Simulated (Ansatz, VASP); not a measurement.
**One calculation of Ba, two programs**

```xyz
1
Lattice="0.0000 3.2220 3.2220 3.2220 0.0000 3.2220 3.2220 3.2220 0.0000" Properties=species:S:1:pos:R:3 pbc="T T T"
Ba    0.0000    0.0000    0.0000
```

Alike in both runs: functional r2SCAN; k mesh 12 × 12 × 12; occupations gaussian, width 0.1 eV; no spin polarisation.

Ansatz relaxed the structure, and its values are those at the end. VASP's run is a single point on that final structure, the one shown.

|  | VASP | Ansatz |
| --- | --- | --- |
| version | VASP 6.6.1 | Ansatz 0.2.0 |
| potentials or method | VASP PAW PBE potentials, release 64 (Ba_sv) | scalar-relativistic, plane waves, PAW |
| plane-wave cutoff (eV) | 520 | 500 |
| valence electrons in the cell | 10 | 10 |

```csv
,VASP,Ansatz,Ansatz less VASP
gap on the k mesh at the Fermi level (eV),none,none,-
pressure (GPa),0.0,0.0,-0.04
```

A gap of «none» marks a metal or a gap that the smearing closes.

Caveats: the PAW data sets were made with another functional, which shifts forces and pressure a little (VASP). Spin-orbit coupling is left out, which matters for the levels of Ba.
